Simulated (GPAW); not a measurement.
# TaN (Fm-3m) in GPAW: single point with PBE

Aim: the single point of TaN with PBE.

All numbers are computed with GPAW 26.7.0; they aren't measurements. Logs are shortened: lines on timing, memory, paths and dates and some standing lists are left out, and cuts for length are marked. The log counts tension as positive stress, the text compression.

## (1) The structure

Symmetry: Fm-3m, No. 225, cubic system. The conventional cell has a = 4.358 Å, b = 4.358 Å, c = 4.358 Å, α = 90.00°, β = 90.00°, γ = 90.00°. Ta (site symmetry m-3m) has 6 N at 2.18 Å as nearest neighbours. N (site symmetry m-3m) is surrounded by 6 Ta at 2.18 Å.

## (2) Single point, PBE

File run.py:

```python
from ase import Atoms
from ase.dft.bandgap import bandgap
from ase.io import write
from ase.units import GPa
from gpaw import GPAW, PW

atoms = Atoms(['Ta', 'N'],
              cell=[[0.0, 2.17900131, 2.17900131],
                    [2.17900131, 0.0, 2.17900131],
                    [2.17900131, 2.17900131, 0.0]],
              scaled_positions=[[0.5, 0.5, 0.5],
                                [0.0, 0.0, 0.0]],
              pbc=True)

calc = GPAW(mode=PW(600),
            xc='PBE',
            kpts={'size': (8, 8, 8), 'gamma': True},
            occupations={'name': 'fermi-dirac', 'width': 0.05},
            nbands=19,
            maxiter=120,
            txt='gpaw.txt')
atoms.calc = calc
energy = atoms.get_potential_energy()
forces = atoms.get_forces()
stress = atoms.get_stress()
calc.write('gs.gpw')
write('result.traj', atoms)
print(f'Energy: {energy:.6f} eV')
print('Forces (eV/A):')
print(forces.round(4))
print('Stress (GPa):', (stress / GPa).round(3))
print('Fermi level:', round(calc.get_fermi_level(), 4), 'eV')
print(f'Gap: {bandgap(calc)[0]:.4f} eV, direct: {bandgap(calc, direct=True)[0]:.4f} eV')
```

Potentials or basis: GPAW PAW data sets (gpaw-data 1.2.1), pw.

Launch:

```
OMP_NUM_THREADS=1 python run.py
```

gpaw.txt:

```text
__  _  _
 | _ |_)|_||  |
 |__||  | ||/\| - 26.7.0

Input parameters:
  mode=PW(ecut=600.0),
  kpts=MonkhorstPack(size=(8, 8, 8), gamma=True),
  maxiter=120,
  nbands=19,
  occupations=Occupations(name='fermi-dirac', width=0.05),
  xc=XC(name='PBE')

Diagonalizing LCAO Hamiltonian
Converting LCAO to pw mode

              Ta

       N

Atoms  # Å, Bohr magnetons
|   | symbol |        x |        y |        z |    initial magnetic moments |
|---|--------|----------|----------|----------|-----------------------------|
| 0 |     Ta | 2.179001 | 2.179001 | 2.179001 | ( 0.0000,  0.0000,  0.0000) |
| 1 |      N | 0.000000 | 0.000000 | 0.000000 | ( 0.0000,  0.0000,  0.0000) |

Unit cell  # Å
| periodic |        x |        y |        z |  lengths |    angles |
|----------|----------|----------|----------|----------|-----------|
|      yes | 0.000000 | 2.179001 | 2.179001 | 3.081573 | 60.000000 |
|      yes | 2.179001 | 0.000000 | 2.179001 | 3.081573 | 60.000000 |
|      yes | 2.179001 | 2.179001 | 0.000000 | 3.081573 | 60.000000 |

Number of symmetries: 48
Symmetry operations  # r_c * U_cc + t_c -> r_c
|    | kind |            matrix            |
|----|------|------------------------------|
|  0 |  σ   |  1, 0, 0,  1, 0,-1,  1,-1, 0 |
|  1 |  C2  |  1, 0, 0,  1,-1, 0,  1, 0,-1 |
|  2 |  E   |  1, 0, 0,  0, 1, 0,  0, 0, 1 |
|  3 |  σ   |  1, 0, 0,  0, 0, 1,  0, 1, 0 |
|  4 |  C4  |  1, 0,-1,  1, 0, 0,  1,-1, 0 |
|  5 |  S6  |  1, 0,-1,  1,-1, 0,  1, 0, 0 |
|  6 |  σ   |  1, 0,-1,  0, 1,-1,  0, 0,-1 |
|  7 |  C3  |  1, 0,-1,  0, 0,-1,  0, 1,-1 |
|  8 |  S6  |  1,-1, 0,  1, 0, 0,  1, 0,-1 |
|  9 |  C4  |  1,-1, 0,  1, 0,-1,  1, 0, 0 |
| 10 |  C3  |  1,-1, 0,  0,-1, 1,  0,-1, 0 |
| 11 |  σ   |  1,-1, 0,  0,-1, 0,  0,-1, 1 |
| 12 |  σ   |  0, 1, 0,  1, 0, 0,  0, 0, 1 |
| 13 |  C4  |  0, 1, 0,  0, 1,-1, -1, 1, 0 |
| 14 |  C3  |  0, 1, 0,  0, 0, 1,  1, 0, 0 |
| 15 |  S6  |  0, 1, 0, -1, 1, 0,  0, 1,-1 |
| 16 |  C2  |  0, 1,-1,  1, 0,-1,  0, 0,-1 |
| 17 |  σ   |  0, 1,-1,  0, 1, 0, -1, 1, 0 |
| 18 |  S4  |  0, 1,-1,  0, 0,-1,  1, 0,-1 |
| 19 |  C4  |  0, 1,-1, -1, 1, 0,  0, 1, 0 |
| 20 |  C3  |  0, 0, 1,  1, 0, 0,  0, 1, 0 |
| 21 |  σ   |  0, 0, 1,  0, 1, 0,  1, 0, 0 |
| 22 |  S6  |  0, 0, 1,  0,-1, 1, -1, 0, 1 |
| 23 |  C4  |  0, 0, 1, -1, 0, 1,  0,-1, 1 |
| 24 |  S4  |  0, 0,-1,  1, 0,-1,  0, 1,-1 |
| 25 |  C3  |  0, 0,-1,  0, 1,-1,  1, 0,-1 |
| 26 |  C2  |  0, 0,-1,  0,-1, 0, -1, 0, 0 |
| 27 |  S6  |  0, 0,-1, -1, 0, 0,  0,-1, 0 |
| 28 |  S4  |  0,-1, 1,  1,-1, 0,  0,-1, 0 |
| 29 |  C4  |  0,-1, 1,  0, 0, 1, -1, 0, 1 |
| 30 |  C2  |  0,-1, 1,  0,-1, 0,  1,-1, 0 |
| 31 |  σ   |  0,-1, 1, -1, 0, 1,  0, 0, 1 |
| 32 |  C3  |  0,-1, 0,  1,-1, 0,  0,-1, 1 |
| 33 |  S6  |  0,-1, 0,  0, 0,-1, -1, 0, 0 |
| 34 |  S4  |  0,-1, 0,  0,-1, 1,  1,-1, 0 |
| 35 |  C2  |  0,-1, 0, -1, 0, 0,  0, 0,-1 |
| 36 |  C2  | -1, 1, 0,  0, 1, 0,  0, 1,-1 |
| 37 |  S6  | -1, 1, 0,  0, 1,-1,  0, 1, 0 |
| 38 |  S4  | -1, 1, 0, -1, 0, 1, -1, 0, 0 |
| 39 |  C3  | -1, 1, 0, -1, 0, 0, -1, 0, 1 |
| 40 |  S6  | -1, 0, 1,  0, 0, 1,  0,-1, 1 |
| 41 |  C2  | -1, 0, 1,  0,-1, 1,  0, 0, 1 |
| 42 |  C3  | -1, 0, 1, -1, 1, 0, -1, 0, 0 |
| 43 |  S4  | -1, 0, 1, -1, 0, 0, -1, 1, 0 |
| 44 |  C2  | -1, 0, 0,  0, 0,-1,  0,-1, 0 |
| 45 |  i   | -1, 0, 0,  0,-1, 0,  0, 0,-1 |
| 46 |  σ   | -1, 0, 0, -1, 1, 0, -1, 0, 1 |
| 47 |  C2  | -1, 0, 0, -1, 0, 1, -1, 1, 0 |

BZ-sampling:
  Number of BZ points: 512
  Number of IBZ points: 29

  Monkhorst-Pack size: [8, 8, 8]
  Monkhorst-Pack shift: [0.0625, 0.0625, 0.0625]

K-points  # in reciprocal-cell coordinates
|     |                                coordinates |     weight |
|-----|--------------------------------------------|------------|
|   0 | (  0.00000000,   0.00000000,   0.00000000) | 0.00195312 |
|   1 | (  0.12500000,   0.12500000,   0.00000000) | 0.01171875 |
|   2 | (  0.12500000,   0.12500000,   0.12500000) | 0.01562500 |
|   3 | (  0.25000000,   0.12500000,   0.12500000) | 0.02343750 |
|   4 | (  0.25000000,   0.25000000,   0.00000000) | 0.01171875 |
|   5 | (  0.25000000,   0.25000000,   0.12500000) | 0.04687500 |
|   6 | (  0.25000000,   0.25000000,   0.25000000) | 0.01562500 |
|   7 | (  0.37500000,   0.25000000,  -0.37500000) | 0.04687500 |
|   8 | (  0.37500000,   0.25000000,   0.12500000) | 0.04687500 |
|   9 | (  0.37500000,   0.25000000,   0.25000000) | 0.04687500 |
| ... |                                            |            |
|  28 | (  0.50000000,   0.50000000,   0.50000000) | 0.00781250 |

Plane wave coefficients: 701
Cutoff: 600.0 eV

Spin-components: 1 (collinear spins)
Bands:           19
Projectors:      11
Spin-degeneracy: 2
Datatype:        complex128

Parallelization:
  kpt:    1
  domain: 1
  band:   1

Density:
  Valence electrons: 18.0
  Components: 1
  Grid points: [18 18 18]
  Charge: 0.0  # |e|

Potential:
  Grid points: [18 18 18]

species:
  Ta:
    name:    Tantalum
    Z:       73.0
    valence: 13
    core:    60
    charge:  0.0  # [|e|]
    compensation charges:
      type: gauss
      rc: 0.42  # [Å]
      lmax: 2
    cutoffs:
      filter: 2.36  # [Å]
      core: 3.45  # [Å]
    projectors
    | kind |    occ | energy [eV] | rcut [Å] |
    |------|--------|-------------|----------|
    |   5s |  2.000 |     -72.790 |    1.365 |
    |   6s |  2.000 |      -5.429 |    1.365 |
    |   5p |  6.000 |     -39.427 |    1.349 |
    |   6p |  0.000 |      -1.396 |    1.349 |
    |   5d |  3.000 |      -3.603 |    1.307 |
    |    d |        |      23.609 |    1.307 |

    Using partial waves for Ta as LCAO basis

  N:
    name:    Nitrogen
    Z:       7.0
    valence: 5
    core:    2
    charge:  0.0  # [|e|]
    compensation charges:
      type: gauss
      rc: 0.18  # [Å]
      lmax: 2
    cutoffs:
      filter: 1.11  # [Å]
      core: 0.96  # [Å]
    projectors
    | kind |    occ | energy [eV] | rcut [Å] |
    |------|--------|-------------|----------|
    |   2s |  2.000 |     -18.583 |    0.603 |
    |   2p |  3.000 |      -7.089 |    0.529 |
    |    s |        |       8.629 |    0.603 |
    |    p |        |      20.123 |    0.529 |
    |    d |        |       0.000 |    0.577 |

    Using partial waves for N as LCAO basis

Reference energy: -425654.162905  # eV

eigensolver:
  PPCG
  Converge bands: occupied
  niter=2

density mixing:
  MSR1-Mixer
  Pratt-step length: 0.05
  Maximum mixing coefficient: 0.75
  Old densities: 10
  SVD Regularization: 0.005
  Good broyden scale: 1.0
  Trust region scale: 1.0
  Backstep threshold: 4.0
  History deletion threshold: 6.0
  Fourier metric: weight=20.0, sigma=0.015

occupation numbers:
  Fermi-Dirac:
    width: 0.0500  # eV

poisson solver:
  ecut: 4800.0  # eV

xc functional:
  name: PBE with 2 nearest neighbor stencil

convergence criteria:
- Maximum [total energy] change in last 3 cyles: 0.0005 eV / valence electron
- Maximum integral of absolute [dens]ity change: 0.0001 electrons / valence electron
- Maximum integral of absolute [eigenst]ate change: 4e-08 eV^2 / valence electron
maximum number of iterations: 120

SCF iterations
|iter     | |      energy | eigst |  dens |
|---------|-|-------------|-------|-------|
|iter:   1| |  -21.417009 | +0.23 |       |
|iter:   2| |  -20.912806 | -2.47 | -0.95 |
|iter:   3| |  -19.737754 | -1.57 | -1.02 |
|iter:   4| |  -19.747022 | -3.40 | -1.73 |
|iter:   5| |  -19.755057 | -3.56 | -1.94 |
|iter:   6| |  -19.755058c| -5.43 | -3.03 |
|iter:   7| |  -19.755064c| -7.12 | -3.68 |
|iter:   8| |  -19.755065c| -7.51c| -4.18c|

Converged in 8 steps
Energy contributions relative to reference atoms: (reference = -425654.162905)

Energy contributions:
  Kinetic:          23.015951
  Coulomb:         -22.103857
  Zero:             -0.152633
  External:          0.000000
  Xc:              -20.511253
  Entropy:          -0.006544
  Spinorbit:         0.000000
  ----------------------------
  Free energy:     -19.758337
  Extrapolated:    -19.755065

dipole moment: (-10.819763, -10.819763, -10.819763)  # |e|*Ang

Fermi level: 16.096
Eigenvalues  # (at kpt = [0.000, 0.000, 0.000])
| band index |      eig [eV] | occ [0-2] |
|------------|---------------|-----------|
|          0 |       -53.262 |     2.000 |
|        ... |               |           |
|          3 |       -19.701 |     2.000 |
|          4 |        -3.017 |     2.000 |
|          5 |        12.129 |     2.000 |
|          6 |        12.129 |     2.000 |
|          7 |        12.129 |     2.000 |
|          8 |        13.870 |     2.000 |
[... 8 lines left out ...]
|         17 |        40.596 |     0.000 |
|         18 |        43.122 |     0.000 |

No gap
No difference between direct/indirect transitions

Forces  # eV/Ang
|        x |       y |       z |
|----------|---------|---------|
| -0.00000 | 0.00000 | 0.00000 |  # Ta   0
| -0.00000 | 0.00000 | 0.00000 |  # N    1

Stress tensor  # eV/Ang^3
|         x |         y |         z |
|-----------|-----------|-----------|
| -0.052796 |  0.000000 |  0.000000 |
|  0.000000 | -0.052796 |  0.000000 |
|  0.000000 |  0.000000 | -0.052796 |

# Writing to gs.gpw (mode='')
```

It took 8.3 s on 1 thread of Arm Neoverse V2, shared host; peak memory 0.14 GiB.

What came out:

```yaml
Free_energy: -19.7583 eV
Pressure: 8.5 GPa
Band_gap_on_the_k_mesh: none (metal or under the smearing width)
```

Caveat: the cutoff is short for stress and forces, so pressures can be off by a GPa or more.
